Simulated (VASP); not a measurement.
# Re, energy difference of two geometries: which settings are enough?

Re, P6_3/mmc (no. 194), 2 atoms in the cell. AM05, energy difference of two geometries; PAW potentials Re (PBE set). VASP 6.6.1.

Wanted: energy difference within 0.5 meV/atom.

What the run is for: energy difference; Accuracy asked: standard; Second geometry: volume scaled by 1.04.

The series start from Plane-wave cutoff (eV): 290; Smearing width (eV): 0.1; k-point mesh: 15 × 15 × 8; Precision mode (PREC): Accurate; Electronic threshold (eV): 1e-6; Electronic algorithm: ALGO=Normal. Each series keeps the choices made before it, and each single choice may use up half of a tolerance. Times cover all steps of a run.

## Plane-wave cutoff (eV)

| Plane-wave cutoff (eV) | Energy difference (meV/atom) | Time (s) |
|---|---|---|
| 180 | 3.33 | 12 |
| 220 | 54.30 | 16 |
| 260 | 55.43 | 16 |
| 290 | 53.68 | 20 |
| 340 | 50.89 | 28 |
| 390 | 50.90 | 34 |
| 470 | 50.94 | 34 |
| 590 (reference) | 50.77 | 42 |

Chosen: 340, the loosest value from which every tighter one stays within half of the tolerance.

## Smearing width (eV)

| Smearing width (eV) | Energy difference (meV/atom) | Time (s) |
|---|---|---|
| 0.4 | 50.87 | 27 |
| 0.3 | 50.86 | 28 |
| 0.2 | 50.87 | 28 |
| 0.15 | 50.88 | 26 |
| 0.1 | 50.89 | 28 |
| 0.05 (reference) | 50.85 | 28 |

Chosen: 0.4.

## k-point mesh

| k-point mesh | Energy difference (meV/atom) | Time (s) |
|---|---|---|
| 5 × 5 × 3 | 57.00 | 7.5 |
| 6 × 6 × 4 | 49.87 | 8.6 |
| 8 × 8 × 5 | 51.00 | 10 |
| 10 × 10 × 6 | 51.21 | 14 |
| 12 × 12 × 7 | 50.58 | 17 |
| 15 × 15 × 8 | 50.87 | 27 |
| 18 × 18 × 10 | 50.89 | 41 |
| 22 × 22 × 12 | 50.82 | 64 |
| 26 × 26 × 14 (reference) | 50.84 | 94 |

Chosen: 15 × 15 × 8.

## Precision mode (PREC)

| Precision mode (PREC) | Energy difference (meV/atom) | Time (s) |
|---|---|---|
| SingleN | 50.68 | 15 |
| Normal | 50.89 | 15 |
| Single | 50.84 | 26 |
| Accurate (reference) | 50.87 | 27 |

Chosen: SingleN.

## Electronic threshold (eV)

| Electronic threshold (eV) | Energy difference (meV/atom) | Time (s) |
|---|---|---|
| 0.001 | 50.68 | 12 |
| 0.0001 | 50.67 | 14 |
| 1e-5 | 50.68 | 15 |
| 1e-6 | 50.68 | 15 |
| 1e-7 | 50.68 | 17 |
| 1e-8 (reference) | 50.68 | 19 |

Chosen: 0.001.

## Electronic algorithm

| Electronic algorithm | Energy difference (meV/atom) | Time (s) |
|---|---|---|
| ALGO=Normal | 50.68 | 12 |
| ALGO=Fast | 50.61 | 13 |
| ALGO=VeryFast | 1906.07 | 82 |
| ALGO=All ISEARCH=1 | 50.82 | 22 |
| ALGO=All ISEARCH=0 | 50.82 | 23 |
| ALGO=Damped TIME=0.4 | 51.30 | 52 |
| ALGO=Damped TIME=0.1 | 50.86 | 40 |

Chosen: ALGO=Normal; no other choice that stays within half of the tolerance saves 30 % of the time.

## All choices together

| Input | Energy difference (meV/atom) | Time (s) |
|---|---|---|
| the program's defaults (naive) | 55.09 | 2.3 |
| chosen settings | 50.68 | 12 |
| reference settings throughout | 50.68 | 221 |

The tolerance is met.

## The input

INCAR:
```
ALGO = Normal ; EDIFF = 0.001
ENCUT = 340 ; GGA = AM
GGA_COMPAT = F ; ISIF = 2
ISMEAR = 1 ; LASPH = T
LCHARG = F ; LREAL = F
LWAVE = F ; NELM = 120
PREC = SingleN ; SIGMA = 0.4
```

KPOINTS:
```
Automatic mesh
0
Gamma
  15 15 8
  0 0 0
```

POSCAR.step1:
```
Re
1.0
    2.7608000000      0.0000000000      0.0000000000
   -1.3804000000      2.3909229348      0.0000000000
    0.0000000000      0.0000000000      4.4582000000
Re
2
Direct
    0.6666666667      0.3333333333      0.7500000000
    0.3333333333      0.6666666667      0.2500000000
```

POSCAR.step2:
```
Re
1.0
    2.7971304821      0.0000000000      0.0000000000
   -1.3985652410      2.4223860552      0.0000000000
    0.0000000000      0.0000000000      4.5168672541
Re
2
Direct
    0.6666666667      0.3333333333      0.7500000000
    0.3333333333      0.6666666667      0.2500000000
```

Commands (each step's output is kept before the next begins):
```
cat potpaw_PBE.64/Re/POTCAR > POTCAR
cp POSCAR.step1 POSCAR
mpirun -np 1 vasp_std > vasp.out
cp POSCAR.step2 POSCAR
mpirun -np 1 vasp_std > vasp.out
```

The chosen input took VASP 6.6.1 12 s on 1 core (Intel Xeon 6975P-C (Granite Rapids)), a shared host.

## An input that fails: cutoff far too low

It runs to its end, but against the unchanged starting input it is off by 86.57 meV/atom in the energy difference.

Changes against the starting input:
```
(all steps)
- NELM = 120
- ENCUT = 290
+ NELM = 98
+ ENCUT = 120
```
